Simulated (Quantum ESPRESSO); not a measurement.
GaP under changes of volume

One of the cells (21.026 Å³/atom); the others are scaled copies at fixed shape and fractional positions:

```xyz
4
Lattice="1.9430 1.1218 6.4308 -1.9430 1.1218 6.4308 0.0000 -2.2436 6.4308" Properties=species:S:1:pos:R:3 pbc="T T T"
Ga    0.0000    0.0000   10.8930
Ga    0.0000    0.0000    8.3994
P     0.0000    0.0000   18.1853
P     0.0000    0.0000    1.1072
```

Measurements of this composition are mostly on another form, of space group No. 216.

| Item | Value |
| --- | --- |
| Program | Quantum ESPRESSO 7.5 |
| Functional | PBEsol |
| Potentials or basis | GBRV 1.5 PBEsol |
| Cutoff | 762 eV |
| Density cutoff | 6095 eV |
| k mesh | 8 × 8 × 8 |
| Occupations | fermi-dirac, width 0.05 eV |
| Spin | no spin polarisation |

```csv
volume (Å³/atom),energy over the lowest point (meV/atom),pressure (GPa),gap on the mesh (eV)
19.764,?,?,?
20.185,0.00,0.2,0.73
20.605,1.57,-1.4,0.74
21.026,7.05,-2.8,0.73
21.446,16.02,-4.1,0.73
21.867,28.10,-5.2,0.71
22.287,42.93,-6.2,0.70
```

Task: What does the run at 19.764 Å³/atom give?

Result: Energy over the lowest point 2.82 meV/atom; pressure 1.9 GPa; gap on the mesh 0.72 eV.

Worked out: A Birch-Murnaghan fit of order 3 (a polynomial in V^(-2/3)) to the other rows has its minimum at 20.24 Å³/atom with B0 = V·E''(V) = 79 GPa and B' = 4.6 at fixed shape and positions, which overstates the stiffness. It gives 2.83 meV/atom at 19.764 Å³/atom, against the run's 2.82, and -dE/dV = 2.0 GPa, against 1.9. A parabola through the other rows of the gap, of slope 0.587 eV per unit of ln V there, extrapolates to 0.72 eV, against the run's 0.72.

Energies are extrapolated to zero smearing.

A mesh can miss the band edges. Spin-orbit coupling on Ga is left out.
